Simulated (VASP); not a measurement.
SnO2 (Cassiterite):

```xyz
6
Lattice="4.7380 0.0000 0.0000 0.0000 4.7380 0.0000 0.0000 0.0000 3.1865" Properties=species:S:1:pos:R:3 pbc="T T T"
Sn    0.0000    0.0000    0.0000
Sn    2.3690    2.3690    1.5933
O     1.4550    1.4550    0.0000
O     0.9140    3.8240    1.5933
O     3.2830    3.2830    0.0000
O     3.8240    0.9140    1.5933
```

```yaml
Program: VASP 6.6.1
Task: relaxation of cell and atoms
Functional: AM05
Potentials_or_basis: VASP PAW PBE potentials, release 64 (Sn_d, O)
Cutoff: 600 eV
k_mesh: 6 × 6 × 8
Occupations: gaussian, width 0.03 eV
Spin: no spin polarisation
```

At the start: pressure 5.4 GPa; volume 11.92 Å³/atom.

Question: How do energy, volume and symmetry change on relaxing?

Answer: Over 5 steps the energy falls by 5.3 meV/atom and the volume is 12.22 Å³/atom (+2.5 %); space group P4_2/mnm (No. 136, to 0.05 Å).

The path:
| step | energy change (eV) | largest force (eV/Å) | pressure (GPa) | volume (Å³) |
| --- | --- | --- | --- | --- |
| 1 | 0.0000 | 0.2050 | 5.42 | 71.53 |
| 2 | 0.0222 | 0.2145 | -6.20 | 75.79 |
| 3 | -0.0316 | 0.0048 | -0.01 | 73.33 |
| 4 | -0.0316 | 0.0086 | 0.10 | 73.29 |
| 5 | -0.0319 | 0.0066 | 0.04 | 73.33 |

Final structure:
```cif
data_structure
_symmetry_space_group_name_H-M 'P 1'
_symmetry_Int_Tables_number 1
_cell_length_a 4.7766
_cell_length_b 4.7766
_cell_length_c 3.2139
_cell_angle_alpha 90.000
_cell_angle_beta 90.000
_cell_angle_gamma 90.000
_cell_volume 73.33
loop_
_atom_site_label
_atom_site_type_symbol
_atom_site_fract_x
_atom_site_fract_y
_atom_site_fract_z
_atom_site_occupancy
Sn1 Sn 0.00000 0.00000 0.00000 1
Sn2 Sn 0.50000 0.50000 0.50000 1
O1 O 0.30643 0.30643 0.00000 1
O2 O 0.19357 0.80642 0.50000 1
O3 O 0.69357 0.69357 0.00000 1
O4 O 0.80642 0.19357 0.50000 1
```

Caveat: the PAW data sets were made with another functional, which shifts forces and pressure a little.
